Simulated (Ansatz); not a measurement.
## Au under changes of volume

One of the cells (17.771 Å³/atom); the others are scaled copies at fixed shape and fractional positions:

```
Au
1.0
     2.90000    0.00000    0.00000
    -1.45000    2.51147    0.00000
     0.00000    0.00000    4.88000
Au
2
Direct
  0.66667 0.33333 0.25000
  0.33333 0.66667 0.75000
```

This isn't the form of Au at room conditions, which is fcc.

* Program: Ansatz 0.2.0
* Functional: PBEsol
* Potentials or basis: Ansatz PAW
* Cutoff: 420 eV (not typed: the program's choice for these potentials)
* k mesh: 11 × 11 × 6
* Occupations: fermi-dirac, width 0.05 eV
* Spin: no spin polarisation

```tsv
volume (Å³/atom)	energy over the lowest point (meV/atom)	pressure (GPa)
16.705	3.44	3.5
17.060	0.00	-0.3
17.416	?	?
17.771	15.49	-6.4
18.127	32.61	-8.9
18.482	54.92	-11.1
18.837	81.72	-13.0
```

What does the run at 17.416 Å³/atom give?

Energy over the lowest point 4.34 meV/atom; pressure -3.6 GPa.

Worked out: A Birch-Murnaghan fit of order 3 (a polynomial in V^(-2/3)) to the other rows has its minimum at 17.03 Å³/atom with B0 = V·E''(V) = 170 GPa and B' = 5.4 at fixed shape and positions, which overstates the stiffness. It gives 4.35 meV/atom at 17.416 Å³/atom, against the run's 4.34, and -dE/dV = -3.6 GPa, against -3.6.

Energies are extrapolated to zero smearing.

Caveats: the PAW data sets come from PBE, with cores solved anew for the run's functional, which leaves a small shift of forces and pressure.
